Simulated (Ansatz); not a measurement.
Runs of Ansatz 0.2.0 on PbSe (Clausthalite). It takes space group Fm-3m (No. 225, cubic). Conventional cell: a = 6.121 Å, b = 6.121 Å, c = 6.121 Å, α = 90.00°, β = 90.00°, γ = 90.00°. Pb (site symmetry m-3m) has 6 Se at 3.06 Å as nearest neighbours. Se (site symmetry m-3m) has 6 Pb at 3.06 Å as nearest neighbours. 

```csv
task,level,potentials or basis,cell,k mesh,cutoff (eV),smearing,q mesh,points for each segment of the path,other keys,gap on the mesh (eV),pressure (GPa)
single point,PBE,Ansatz PAW,"atoms moved at random, drawn with an rms of 0.05 Å",8 × 8 × 8,420,fermi-dirac 0.05 eV,-,-,-,0.29,2.4
phonons,PBE+D3(BJ)-ATM,Ansatz PAW,volume scaled by 1.15,6 × 6 × 6,420,methfessel-paxton 0.1 eV,2 × 2 × 2,8,-,0.67,-
single point,HSE03,SPMS NC,as given,5 × 5 × 5,816,gaussian 0.1 eV,-,-,scf.lower_state_search = light; scf.n_extra_bands = 4; …,-,(a)
single point,PBE,Ansatz PAW,as given,8 × 8 × 8,420,fermi-dirac 0.05 eV,-,-,-,0.29,2.4
```

Alike in all rows: no spin polarisation.

Task: Estimate the missing entries.

Result: (a) -0.3.

Caveats: spin-orbit coupling is left out, which as a rule narrows the gap of such compounds by several tenths of an eV (some runs); some modes are imaginary (some runs); the gap is small at this level, which inflates the dielectric constant (some runs); the potentials were made for another functional, which shifts forces and pressure (some runs); the thresholds are loose for stress (some runs).

A k mesh can miss the band edges, and the runs leave out spin-orbit coupling on Pb, Se.
